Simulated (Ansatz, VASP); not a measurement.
**BaTiO3: VASP beside Ansatz**

INCAR

```
SYSTEM = BaTiO3
AGGAC = 1.0
AGGAX = 1.0
ALDAC = 0.0
ALDAX = 1.0
ALGO = Normal
EDIFF = 1E-6
ENCUT = 520
GGA = B5
ISIF = 2
ISMEAR = 0
LASPH = .TRUE.
LCHARG = .TRUE.
LELF = .TRUE.
LREAL = .FALSE.
LVHAR = .TRUE.
LWAVE = .FALSE.
NBANDS = 28
NELM = 100
PREC = Accurate
SIGMA = 0.01
```

File KPOINTS:

```
k-points
0
G
  6 6 6
  0 0 0
```

File POSCAR:

```
BaTiO3
1.0
    4.0042000000      0.0000000000      0.0000000000
    0.0113914799      4.0041837963      0.0000000000
    0.0113914799      0.0113591184      4.0041676844
Ba Ti O
1 1 3
Direct
    0.0000000000      0.0000000000      0.0000000000
    0.4845000000      0.4845000000      0.4845000000
    0.5086000000      0.5086000000      0.0175000000
    0.0175000000      0.5086000000      0.5086000000
    0.5086000000      0.0175000000      0.5086000000
```

Input for Ansatz:

```yaml
crystal:
  lattice:
    - [4.0042, 0.0, 0.0]
    - [0.011391479881118783, 4.004183796254377, 0.0]
    - [0.011391479881118783, 0.011359118422246468, 4.004167684377714]
  atoms:
    - { symbol: Ba, position: [0.0, 0.0, 0.0] }
    - { symbol: Ti, position: [0.48450000000000004, 0.4845, 0.4845] }
    - { symbol: O, position: [0.5086, 0.5085999999999999, 0.0175] }
    - { symbol: O, position: [0.0175, 0.5085999999999998, 0.5086] }
    - { symbol: O, position: [0.5086, 0.0175, 0.5086] }
kpoints:
  mp_grid:
    grid: [6, 6, 6]
hamiltonian:
  xc: blyp
scf:
  occupations:
    method: fixed
output:
  stress: true
```

Alike in both runs: task single point; functional BLYP; k mesh 6 × 6 × 6; no spin polarisation.

|  | VASP | Ansatz |
| --- | --- | --- |
| version | VASP 6.6.1 | Ansatz 0.2.0 |
| potentials or method | VASP PAW PBE potentials, release 64 (Ba_sv, Ti_sv, O) | plane waves, PAW |
| plane-wave cutoff (eV) | 520 | 420 |
| occupations | gaussian, width 0.01 eV | fixed |
| valence electrons in the cell | 40 | 40 |

Ansatz gave:

- pressure (GPa): 10.6
- largest component of the traceless stress (GPa): 0.09

Q: Estimate VASP's values.

A: Pressure (GPa): 12.6; largest component of the traceless stress (GPa): 0.14.

Caveats: the PAW data sets were made with another functional, which shifts forces and pressure a little (VASP). A k mesh can miss the band edges.
